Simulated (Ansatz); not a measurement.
¹⁷⁷Hf nuclear quadrupole resonance in Hf3N4

Cell: an entry of the Crystallography Open Database (COD) whose atoms were relaxed with PBE, the cell held.

```cif
data_Hf3N4
_symmetry_space_group_name_H-M 'I-43d'
_symmetry_Int_Tables_number 220
_cell_length_a 6.7010
_cell_length_b 6.7010
_cell_length_c 6.7010
_cell_angle_alpha 90.000
_cell_angle_beta 90.000
_cell_angle_gamma 90.000
loop_
_atom_site_label
_atom_site_type_symbol
_atom_site_symmetry_multiplicity
_atom_site_Wyckoff_symbol
_atom_site_fract_x
_atom_site_fract_y
_atom_site_fract_z
Hf Hf 12 a 0.3750 0.0000 0.2500
N N 16 c 0.0678 0.0678 0.0678
```

One atom of each set is listed; the run and its k-mesh use a cell of 14 atoms with edges of 5.80, 5.80, 5.80 Å.

All values are calculated (Ansatz; DFT, PBE, plane waves and PAW (field gradients read without the response of the frozen cores, which leaves them typically 4 to 6 % off), scalar-relativistic, 420 eV cutoff, Γ-centred 6×6×6 k-points, Fermi–Dirac smearing 0.02 eV), not measured.

¹⁷⁷Hf: I = 7/2, Q = 3365 mb (year-2017 value). Static lattice, zero field.

Task: Predict the zero-field ¹⁷⁷Hf lines of each site.

Result: For I = 7/2 and η = 0 the lines are |C_Q|/14 times 1, 2 and 3; η shifts the lowest up most.

| site | atoms | V_zz (10²¹ V/m²) | C_Q (MHz) | η | line frequencies (MHz) |
| --- | --- | --- | --- | --- | --- |
| Hf | 6 | 25.2 | 2053 | 0.00 | 146.6, 293.3, 439.9 |

Task: And for ¹⁷⁹Hf (I = 9/2, Q = 3793 mb) on Hf?

Result: C_Q scales with Q to 2314 MHz, with lines at 96.4, 192.8, 289.3, 385.7 MHz.

An axis of threefold or higher order runs through Hf, so V_zz lies along it and η is zero.

Without spin–orbit coupling the gradients at and beside Hf can be off by some per cent, at some sites by more.

The relaxation (4 steps) took 68 s of wall time (68 s of CPU time) and 0.66 GiB at its peak, on 1 thread of Intel Xeon Platinum 8375C CPU @ 2.90GHz (Ice Lake) (x86_64; 16 cores open to the job, memory cap 3.0 GiB, no GPU), a shared host with a load of 0.6 a core.
